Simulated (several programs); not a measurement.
# What each method gives for SnSe (rocksalt)

Rocksalt SnSe, relaxed with r2SCAN in Ansatz, was computed with several methods. Space group Fm-3m (No. 225), cubic; a = 6.004 Å in the conventional setting, 27.06 Å³ an atom. Sn has 6 Se at 3.00 Å; Se has 6 Sn at 3.00 Å. Spin-unpolarised throughout. Whether this structure exists isn't addressed.

```yaml
crystal:
  lattice:
    - [0.00000, 3.00211, 3.00211]
    - [3.00211, 0.00000, 3.00211]
    - [3.00211, 3.00211, 0.00000]
  atoms:
    - { symbol: Sn, position: [0.00000, 0.00000, 0.00000] }
    - { symbol: Se, position: [0.50000, 0.50000, 0.50000] }
```

Gaps and times are for a single point on this cell; volume and bulk modulus come from each method's own relaxation or energy curve at fixed shape. Times are rough, from shared hosts (Arm Neoverse V1; Arm Neoverse V2), and each method has its own mesh and cell size. A star marks a curve whose lowest point is an end point. PM6 (MOPAC), PM7 (MOPAC), GFN1-xTB (tblite), GFN2-xTB (tblite) treat a cluster of cells at its zone centre, which samples few k points: where these miss a band edge, the gap comes out too large for that reason alone. Gaps from k meshes are read at a limited set of points (mesh, symmetry points, PBE's band edges), so each method's own least gap may be somewhat smaller. xTB and the PM methods were fitted mostly to molecules, and can miss a solid's gap by electronvolts. Minimal bases can be far off for gaps. Times of the plane-wave ladder aren't listed, since it ran on unlike processors and cards. GLLB-SC's gap includes the derivative discontinuity. d marks a direct gap, i an indirect one (no mark: not told apart), a dash a value that wasn't computed or didn't pass its checks.

| method | kind | gap (eV) | own volume (Å³/atom) | bulk modulus (GPa) | atoms computed | processor time |
| --- | --- | --- | --- | --- | --- | --- |
| PBEsol | semilocal | – | 26.11 | – | 2 | – |
| light PBE (260 eV and a coarse mesh) | light plane-wave | 0.02 d | – | – | 2 | 0.7 s |
| PBE | semilocal | 0 | 27.77 | 49 | 2 | – |
| PM7 (MOPAC) | semi-empirical | 3.59 | – | – | cluster | 2.4 s |
| LDA | semilocal | 0.02 d | 25.43 | – | 2 | – |
| GFN1-xTB (tblite) | tight binding | 0.03 | – | – | cluster | 2.5 s |
| PBE/single zeta (GPAW) | small basis | 0.03 d | – | – | 2 | 2.6 s |
| PBE/SZV (CP2K) | small basis | 0.05 i | 29.98* | 51* | 2 | 4.1 s |
| r2SCAN | semilocal | 0.01 | 27.06 | 54 | 2 | – |
| GFN2-xTB (tblite) | tight binding | 2.16 | – | – | cluster | 5.2 s |
| GLLB-SC (GPAW) | model potential | 0.02 | – | – | 2 | 7.1 s |
| PBE/DZVP (CP2K) | small basis | 0.05 d | 28.04 | 49 | 2 | 9.1 s |
| PBE+SOC | semilocal | 0.21 d | – | – | 2 | – |
| PM6 (MOPAC) | semi-empirical | 2.88 | – | – | cluster | 18 s |
| PBE0 | hybrid | 0.67 d | – | – | 2 | – |
| HSE06 | hybrid | 0.06 d | 26.34 | – | 2 | – |
| HSE06+SOC | hybrid | 0.21 i | – | – | 2 | – |

Volumes against r2SCAN's: PBEsol -3.5 %, PBE +2.6 %, LDA -6.0 %, PBE/DZVP (CP2K) +3.6 %, HSE06 -2.6 %.

With PBE and r2SCAN the bands overlap or touch, or nearly. Semilocal functionals can close a real gap, so this doesn't show a metal; small gaps of other methods may in turn close between the points read or with spin-orbit coupling, and the solid may be a semimetal.

Only the rows marked +SOC include spin-orbit coupling.
